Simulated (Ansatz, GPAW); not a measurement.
# Ballistic transport through octane-1,8-dithiol between two Pd chains, from relaxation to T(E), part 3 of 4

Wanted: T(E) of octane-1,8-dithiol between two Pd chains at a relaxed geometry in two programs, beside the unrelaxed structure.

GPAW 26.7.0 and Ansatz 0.2.0; Ansatz plane waves; relaxation of the junction with the lead ends held (the session's first sound run).

So far, open channels of the lead at the Fermi level (one spin): step 3 (plane-wave reference (PBE)) 4.

### 4. Double-zeta polarised basis

The script solves lead and junction separately, takes H and S in the orbital basis, and joins semi-infinite leads through their self-energies; the dzp basis is the working standard.

This step: GPAW LCAO, PAW setups; Landauer transmission from Green's functions with principal layers (ASE), zero bias (GPAW 26.7.0).

run.py reads:

```python
import json
import numpy as np
from ase import Atoms
from ase.transport.calculators import TransportCalculator
from gpaw import GPAW, FermiDirac
from gpaw.lcao.tools import get_lcao_hamiltonian
from scipy.linalg import eigh

# The junction with lead layers at both ends, along the third cell vector
device = Atoms(
    ['Pd', 'Pd', 'Pd', 'Pd', 'Pd', 'Pd', 'Pd', 'Pd', 'S', 'H', 'C', 'H', 'H', 'C', 'H', 'H', 'C', 'H', 'H', 'C', 'H', 'H', 'C', 'H', 'H', 'C', 'H', 'H', 'C', 'H', 'H', 'C', 'H', 'S', 'Pd', 'Pd', 'Pd', 'Pd', 'Pd', 'Pd', 'Pd', 'Pd'],
    positions=[
        [6.30359, 4.79927, 1.25000],
        [6.30359, 4.79927, 3.75000],
        [6.30359, 4.79927, 6.25000],
        [6.30359, 4.79927, 8.75000],
        [6.30359, 4.79927, 11.25000],
        [6.30359, 4.79927, 13.75000],
        [5.04072, 5.18150, 15.87504],
        [6.79182, 4.60838, 17.57574],
        [6.70106, 5.64780, 19.49374],
        [6.39113, 3.60521, 20.80072],
        [6.04680, 4.64190, 20.90355],
        [4.94904, 4.64938, 20.84885],
        [7.63865, 5.27563, 22.22630],
        [6.53750, 5.26326, 22.22688],
        [6.21788, 6.31662, 22.26585],
        [6.34651, 3.47259, 23.44354],
        [6.03677, 4.53001, 23.48936],
        [4.93404, 4.52612, 23.49517],
        [7.65352, 5.15326, 24.79310],
        [6.55045, 5.15223, 24.80438],
        [6.24732, 6.21233, 24.84173],
        [6.36340, 3.38199, 26.04371],
        [6.06005, 4.44203, 26.08093],
        [4.95698, 4.44079, 26.09215],
        [7.67641, 5.06912, 27.38966],
        [6.57368, 5.06470, 27.39575],
        [6.26347, 6.12199, 27.44140],
        [6.39376, 3.27827, 28.61976],
        [6.07365, 4.33148, 28.65855],
        [4.97251, 4.31855, 28.65941],
        [7.66231, 4.94615, 30.03582],
        [6.56454, 4.95350, 29.98139],
        [6.22018, 5.99014, 30.08394],
        [5.91098, 3.94815, 31.39171],
        [5.82998, 4.98623, 33.31075],
        [7.59057, 4.41597, 35.00225],
        [6.30359, 4.79927, 37.11205],
        [6.30359, 4.79927, 39.61205],
        [6.30359, 4.79927, 42.11205],
        [6.30359, 4.79927, 44.61205],
        [6.30359, 4.79927, 47.11205],
        [6.30359, 4.79927, 49.61205]],
    cell=[[12.60717, 0.0, 0.0], [0.0, 9.59854, 0.0], [0.0, 0.0, 50.86205]],
    pbc=True)

# One principal layer of the lead: the first 5 atoms of the device
lead = Atoms(
    ['Pd', 'Pd', 'Pd', 'Pd', 'Pd'],
    positions=[
        [6.30359, 4.79927, 1.25000],
        [6.30359, 4.79927, 3.75000],
        [6.30359, 4.79927, 6.25000],
        [6.30359, 4.79927, 8.75000],
        [6.30359, 4.79927, 11.25000]],
    cell=[[12.60717, 0.0, 0.0], [0.0, 9.59854, 0.0], [0.0, 0.0, 12.5]],
    pbc=True)

settings = dict(mode='lcao', basis='dzp', xc='PBE', h=0.2,
                occupations=FermiDirac(0.1), maxiter=250,
                mixer=dict(beta=0.1, nmaxold=8, weight=100.0),
                convergence=dict(density=0.0001))
energies = np.arange(-2, 2 + 1e-9, 0.025)
eta = 0.0001
n1, n2 = 1, 1
# k and -k transmit alike, so half of the mesh across the current serves
mesh = [(i, j) for i in range(n1) for j in range(n2) if (i, j) <= (-i % n1, -j % n2)]
weights = np.array([1 if (i, j) == (-i % n1, -j % n2) else 2 for i, j in mesh]) / (n1 * n2)

# [... helper functions left out ...]
fermi_lead = ground_state(lead, (1, 1, 9), 'lead.txt')
fermi_device = ground_state(device, (1, 1, 2), 'device.txt')
# [... loop over the mesh left out, but for ...]
        # Shift the lead onto the potential of the device's first layer
        shift = ((H[:, 0, 0] - H0[:, 0, 0]) / S0[0, 0]).real.mean()
# [...]
kT = 8.617333e-5 * 300
bias = [0.1, 0.2, 0.5, 1.0, 1.5, 2.0]
# [... integrals and printing left out ...]
```

On the command line:

```
$ OMP_NUM_THREADS=1 OPENBLAS_NUM_THREADS=1 python run.py
```

Log:

```text
basis functions: device 642, principal layer 135
Fermi level: lead -4.3634 eV, device -4.1387 eV; lead shifted by -0.0018 eV
largest coupling past the next layer 1.07e-04 eV, largest misfit of the first layer 0.057 eV
  E-E_F (eV)   T (one spin)  channels
    -2.000    6.5129e-03    3.0000
    -1.975    5.9018e-03    3.0000
    -1.950    5.5350e-03    3.0000
    -1.925    5.2009e-03    3.0000
    -1.900    4.6968e-03    3.0000
    -1.875    3.9102e-03    3.0000
    -1.850    2.9411e-03    3.0000
    -1.825    2.0266e-03    3.0000
    -1.800    1.3331e-03    3.0000
    -1.775    8.7724e-04    3.0000
    -1.750    5.9828e-04    3.0000
    -1.725    4.3123e-04    3.0000
    -1.700    3.3058e-04    3.0000
    -1.675    2.6900e-04    3.0000
    -1.650    2.3091e-04    3.0000
    -1.625    2.0755e-04    3.0000
[...]
1.825    3.2262e-05    1.0000
     1.850    3.0802e-05    1.0000
     1.875    2.9415e-05    1.0000
     1.900    2.8096e-05    1.0000
     1.925    2.6841e-05    1.0000
     1.950    2.5646e-05    1.0000
     1.975    2.4507e-05    1.0000
     2.000    2.3423e-05    1.0000
conductance at 300 K: 0.00096694 G0 a cell; thermopower -71.33 uV/K
current from the zero-bias T(E) at 0.1 V: 0.0078421 uA
current from the zero-bias T(E) at 0.2 V: 0.017846 uA
current from the zero-bias T(E) at 0.5 V: 0.061879 uA
current from the zero-bias T(E) at 1.0 V: 0.098155 uA
current from the zero-bias T(E) at 1.5 V: 0.13917 uA
current from the zero-bias T(E) at 2.0 V: 0.14707 uA
```

Wall time 18 min (1 thread of Arm Neoverse N1, shared host); peak memory 2.6 GiB.

Numbers from this step:

```yaml
conductance: 9.67e-4 G₀
largest_coupling_past_the_next_principal_layer: 1.07e-4 eV
largest_misfit_of_the_first_principal_layer: 0.05661 eV
shift_that_aligns_the_lead: -0.001765 eV
basis_functions_of_the_junction: 642
basis_functions_of_a_principal_layer: 135
transmission_at_the_fermi_level_one_spin: 8.59e-4
```

One spin. Table of transmission, zone mean by energy, zero at the Fermi level:

energy (eV), log10 transmission, zone mean and a bar from the least value:
```
   -2.000       -2.2 ###################
   -1.900       -2.3 #################
   -1.800       -2.9 #############
   -1.700       -3.5 #########
   -1.600       -3.7 #######
   -1.500       -3.7 #######
   -1.400       -3.5 #########
   -1.300       -2.9 #############
   -1.200       -1.1 ###########################
   -1.175       -0.7 ##############################
   -1.100       -2.8 ##############
   -1.000       -3.9 #####
   -0.900       -4.4 ##
   -0.800       -4.6 
   -0.700       -3.0 ############
   -0.600       -2.7 ###############
   -0.500       -4.6 #
   -0.400       -3.5 ########
   -0.300       -3.2 ###########
   -0.200       -2.8 ##############
   -0.100       -3.4 #########
    0.000       -3.1 ############
    0.100       -2.6 ###############
    0.200       -2.5 ################
    0.300       -2.7 ##############
    0.400       -2.9 #############
    0.500       -3.1 ############
    0.600       -3.2 ###########
    0.700       -3.4 ##########
    0.800       -3.5 #########
    0.900       -3.6 ########
    1.000       -3.7 #######
    1.100       -3.8 ######
    1.200       -3.9 #####
    1.300       -4.0 ####
    1.400       -4.1 ####
    1.500       -4.2 ###
    1.600       -4.3 ##
    1.700       -4.4 ##
    1.800       -4.5 #
    1.900       -4.6 #
    2.000       -4.6
```

Crossings of the lead's bands, unfolded to its shortest repeat. Open channels, zone mean against energy, zero at the Fermi level:

| energy (eV) | open channels, zone mean |
| --- | --- |
| -2.000 | 3 |
| -1.900 | 3 |
| -1.800 | 3 |
| -1.700 | 3 |
| -1.600 | 3 |
| -1.500 | 3 |
| -1.400 | 3 |
| -1.300 | 3 |
| -1.200 | 3 |
| -1.100 | 3 |
| -1.000 | 5 |
| -0.900 | 5 |
| -0.800 | 5 |
| -0.700 | 5 |
| -0.600 | 5 |
| -0.500 | 5 |
| -0.400 | 4 |
| -0.300 | 4 |
| -0.200 | 4 |
| -0.100 | 4 |
| 0.000 | 4 |
| 0.100 | 4 |
| 0.200 | 1 |
| 0.300 | 1 |
| 0.400 | 1 |
| 0.500 | 1 |
| 0.600 | 1 |
| 0.700 | 1 |
| 0.800 | 1 |
| 0.900 | 1 |
| 1.000 | 1 |
| 1.100 | 1 |
| 1.200 | 1 |
| 1.300 | 1 |
| 1.400 | 1 |
| 1.500 | 1 |
| 1.600 | 1 |
| 1.700 | 1 |
| 1.800 | 1 |
| 1.900 | 1 |
| 2.000 | 1 |

Not self-consistent under bias; the bias window is split evenly. Current through one cell, from the zero-bias transmission against bias:

| bias (V) | current through one cell, from the zero-bias transmission (nA) |
| --- | --- |
| 0.100 | 7.84 |
| 0.200 | 17.8 |
| 0.500 | 61.9 |
| 1.000 | 98.2 |
| 1.500 | 139 |
| 2.000 | 147 |

Transmission of the three most open eigenchannels against energy, zero at the Fermi level:

| energy (eV) | channel 1 | channel 2 | channel 3 |
| --- | --- | --- | --- |
| -2.000 | 0.00651 | 1.4e-10 | 4.7e-12 |
| -1.800 | 0.00133 | 7.3e-9 | 3.9e-12 |
| -1.600 | 1.9e-4 | 4.3e-8 | 0 |
| -1.400 | 3.2e-4 | 7.8e-9 | 2.5e-11 |
| -1.200 | 0.0876 | 6.1e-8 | 1.8e-10 |
| -1.000 | 1.2e-4 | 9.5e-8 | 1.1e-9 |
| -0.800 | 2.4e-5 | 1.5e-6 | 1.7e-9 |
| -0.600 | 0.00193 | 1.9e-7 | 1.4e-8 |
| -0.400 | 2.9e-4 | 1.0e-7 | 2.9e-8 |
| -0.200 | 0.00168 | 2.9e-6 | 9.4e-10 |
| 0.000 | 8.6e-4 | 5.1e-7 | 6.1e-11 |
| 0.200 | 0.00291 | 0 | 0 |
| 0.400 | 0.00124 | 0 | 0 |
| 0.600 | 5.8e-4 | 0 | 0 |
| 0.800 | 3.1e-4 | 0 | 0 |
| 1.000 | 1.8e-4 | 0 | 0 |
| 1.200 | 1.1e-4 | 0 | 0 |
| 1.400 | 7.4e-5 | 0 | 0 |
| 1.600 | 5.0e-5 | 0 | 0 |
| 1.800 | 3.4e-5 | 0 | 0 |
| 2.000 | 2.3e-5 | 0 | 0 |

At the Fermi level T is 8.6e-4 against 8.0e-4 in plane waves. Couplings past the next layer reach 1.1e-4 eV, small enough to drop; the matrix elements of the cell's first layer differ from the bulk lead's by up to 0.057 eV. That layer keeps its own values in the calculation, and only beyond it is the lead taken as perfect. The Fermi levels of lead and junction count from different zeros of potential, one for each periodic cell; with both set to zero, the small remaining shift is what aligns them. By hand: G = 9.67e-4 × 77.48 μS = 0.0749 μS, a resistance of 13347 kΩ; at 0.1 V a linear junction would pass 0.00749 μA, and the integral over the bias window gives 0.00784 μA.

### 5. Single-zeta polarised basis

One radial function a shell plus polarisation makes the matrices smaller; the question is what that costs.

run.py: that of step 4 with these lines changed.

```diff
@@ -69,3 +69,3 @@
 
-settings = dict(mode='lcao', basis='dzp', xc='PBE', h=0.2,
+settings = dict(mode='lcao', basis='szp(dzp)', xc='PBE', h=0.2,
                 occupations=FermiDirac(0.1), maxiter=250,
```

Log:

```text
basis functions: device 394, principal layer 75
Fermi level: lead -4.5243 eV, device -4.4597 eV; lead shifted by 0.0004 eV
largest coupling past the next layer 1.09e-04 eV, largest misfit of the first layer 0.063 eV
  E-E_F (eV)   T (one spin)  [channel counts left out]
    -2.000    1.5164e-03
    -1.975    1.4065e-03
    -1.950    1.2712e-03
[...]
1.975    3.5428e-05
     2.000    3.4573e-05
conductance at 300 K: 0.00058208 G0 a cell; thermopower -87.97 uV/K
current from the zero-bias T(E) at 0.1 V: 0.0048017 uA
current from the zero-bias T(E) at 0.2 V: 0.010718 uA
current from the zero-bias T(E) at 0.5 V: 0.029394 uA
current from the zero-bias T(E) at 1.0 V: 0.044934 uA
current from the zero-bias T(E) at 1.5 V: 0.065011 uA
current from the zero-bias T(E) at 2.0 V: 0.069078 uA
```

Run time: 11 min. Hardware: 1 thread; peak memory 2.5 GiB.

This step gave:

| Quantity | Value |
| --- | --- |
| conductance | 5.82e-4 G₀ |
| largest coupling past the next principal layer | 1.09e-4 eV |
| largest misfit of the first principal layer | 0.06314 eV |
| shift that aligns the lead | 4.21e-4 eV |
| basis functions of the junction | 394 |
| basis functions of a principal layer | 75 |
| transmission at the Fermi level (one spin) | 4.30e-4 |

One spin. Transmission, zone mean against energy, zero at the Fermi level:

energy (eV), log10 transmission, zone mean and a bar from the least value:
```
   -2.000       -2.8 ###################
   -1.900       -3.1 #################
   -1.800       -3.9 ###########
   -1.700       -4.2 #########
   -1.600       -4.0 ##########
   -1.500       -3.5 ##############
   -1.400       -2.1 #########################
   -1.350       -1.5 ##############################
   -1.300       -2.9 ###################
   -1.200       -4.7 #####
   -1.100       -5.0 ##
   -1.000       -5.2 
   -0.900       -5.3 
   -0.800       -4.5 ######
   -0.700       -3.2 ################
   -0.600       -2.9 ###################
   -0.500       -4.1 #########
   -0.400       -3.9 ###########
   -0.300       -3.4 ###############
   -0.200       -3.2 ################
   -0.100       -3.6 #############
    0.000       -3.4 ###############
    0.100       -2.8 ###################
    0.200       -3.0 ##################
    0.300       -3.1 #################
    0.400       -3.3 ################
    0.500       -3.4 ###############
    0.600       -3.5 ##############
    0.700       -3.6 #############
    0.800       -3.7 ############
    0.900       -3.8 ###########
    1.000       -3.9 ###########
    1.100       -4.0 ##########
    1.200       -4.1 ##########
    1.300       -4.1 #########
    1.400       -4.2 #########
    1.500       -4.2 ########
    1.600       -4.3 ########
    1.700       -4.3 ########
    1.800       -4.4 #######
    1.900       -4.4 #######
    2.000       -4.5 ######
```

The conductance, 5.8e-4 G₀, lies 40 % below that of the dzp run.

### 6. Minimal basis

One function for each valence shell of the setup, as for a first survey of a large system.

run.py: that of step 5 with these lines changed.

```diff
@@ -69,3 +69,3 @@
 
-settings = dict(mode='lcao', basis='szp(dzp)', xc='PBE', h=0.2,
+settings = dict(mode='lcao', basis='sz(dzp)', xc='PBE', h=0.2,
                 occupations=FermiDirac(0.1), maxiter=250,
```

Log:

```text
basis functions: device 248, principal layer 60
Fermi level: lead -4.5462 eV, device -4.5107 eV; lead shifted by 0.0006 eV
largest coupling past the next layer 1.08e-04 eV, largest misfit of the first layer 0.045 eV
  E-E_F (eV)   T (one spin)  channels
    -2.000    4.3315e-04    3.0000
    -1.975    4.0986e-04    3.0000
    -1.950    3.8587e-04    3.0000
[...]
1.975    2.5386e-05    1.0000
     2.000    2.4866e-05    1.0000
conductance at 300 K: 0.00034183 G0 a cell; thermopower -87.73 uV/K
current from the zero-bias T(E) at 0.1 V: 0.0028356 uA
current from the zero-bias T(E) at 0.2 V: 0.0064694 uA
current from the zero-bias T(E) at 0.5 V: 0.018714 uA
current from the zero-bias T(E) at 1.0 V: 0.028281 uA
current from the zero-bias T(E) at 1.5 V: 0.039696 uA
current from the zero-bias T(E) at 2.0 V: 0.042101 uA
```

It took 7.3 min on 1 thread; peak memory 2.4 GiB.

This step gave:

| Item | Value |
| --- | --- |
| conductance | 3.42e-4 G₀ |
| largest coupling past the next principal layer | 1.08e-4 eV |
| largest misfit of the first principal layer | 0.04451 eV |
| shift that aligns the lead | 5.66e-4 eV |
| basis functions of the junction | 248 |
| basis functions of a principal layer | 60 |
| transmission at the Fermi level (one spin) | 2.58e-4 |

The conductance, 3.4e-4 G₀, lies 65 % below that of the dzp run.

### 7. revPBE in the dzp basis: xc = "revPBE"

Back in the dzp basis, the functional changes from PBE to revPBE, to set the spread between functionals beside that between bases.

run.py: that of step 6 with these lines changed.

```diff
@@ -69,3 +69,3 @@
 
-settings = dict(mode='lcao', basis='sz(dzp)', xc='PBE', h=0.2,
+settings = dict(mode='lcao', basis='dzp', xc='revPBE', h=0.2,
                 occupations=FermiDirac(0.1), maxiter=250,
```

Log:

```text
basis functions: device 642, principal layer 135
Fermi level: lead -4.2141 eV, device -4.0117 eV; lead shifted by -0.0012 eV
largest coupling past the next layer 1.03e-04 eV, largest misfit of the first layer 0.057 eV
  E-E_F (eV)   T (one spin)  [channel counts left out]
    -2.000    7.0269e-03
    -1.975    6.3898e-03
    -1.950    5.9975e-03
[...]
1.975    2.5449e-05
     2.000    2.4301e-05
conductance at 300 K: 0.00090945 G0 a cell; thermopower -71.96 uV/K
current from the zero-bias T(E) at 0.1 V: 0.0073971 uA
current from the zero-bias T(E) at 0.2 V: 0.016922 uA
current from the zero-bias T(E) at 0.5 V: 0.059537 uA
current from the zero-bias T(E) at 1.0 V: 0.095588 uA
current from the zero-bias T(E) at 1.5 V: 0.13891 uA
current from the zero-bias T(E) at 2.0 V: 0.14665 uA
```

It took 18 min on 1 thread; peak memory 2.6 GiB.

Numbers from this step:

- conductance: 9.09e-4 G₀
- largest coupling past the next principal layer: 1.03e-4 eV
- largest misfit of the first principal layer: 0.05691 eV
- shift that aligns the lead: -0.001193 eV
- basis functions of the junction: 642
- basis functions of a principal layer: 135
- transmission at the Fermi level (one spin): 7.99e-4

One spin. Transmission, zone mean against energy, zero at the Fermi level:

energy (eV), log10 transmission, zone mean and a bar from the least value:
```
   -2.000       -2.2 ###################
   -1.900       -2.3 ##################
   -1.800       -2.9 #############
   -1.700       -3.5 #########
   -1.600       -3.7 #######
   -1.500       -3.7 #######
   -1.400       -3.4 #########
   -1.300       -2.8 ##############
   -1.200       -0.7 ##############################
   -1.100       -3.1 ############
   -1.000       -4.0 #####
   -0.900       -4.5 #
   -0.800       -4.5 #
   -0.700       -3.0 #############
   -0.600       -2.6 ###############
   -0.500       -4.4 ##
   -0.400       -3.7 #######
   -0.300       -3.3 ##########
   -0.200       -2.8 ##############
   -0.100       -3.5 #########
    0.000       -3.1 ############
    0.100       -2.6 ################
    0.200       -2.5 ################
    0.300       -2.7 ###############
    0.400       -2.9 #############
    0.500       -3.1 ############
    0.600       -3.2 ###########
    0.700       -3.4 ##########
    0.800       -3.5 #########
    0.900       -3.6 ########
    1.000       -3.7 #######
    1.100       -3.8 ######
    1.200       -3.9 #####
    1.300       -4.0 #####
    1.400       -4.1 ####
    1.500       -4.2 ###
    1.600       -4.3 ###
    1.700       -4.4 ##
    1.800       -4.5 #
    1.900       -4.5 #
    2.000       -4.6
```

The conductance, 9.1e-4 G₀, lies 5.9 % below that of the dzp run.

(Part 3 of 4 ends here.)

[Logs are printed without paths, hosts, clocks, repeated set-up lines and the standing remarks that a program may print on its own settings, such as how far it seeks lower states.]

[Hosts, paths, dates, database ids (printed as entryN), source tags and the programs' standing remarks are cut or masked in the printed files.]
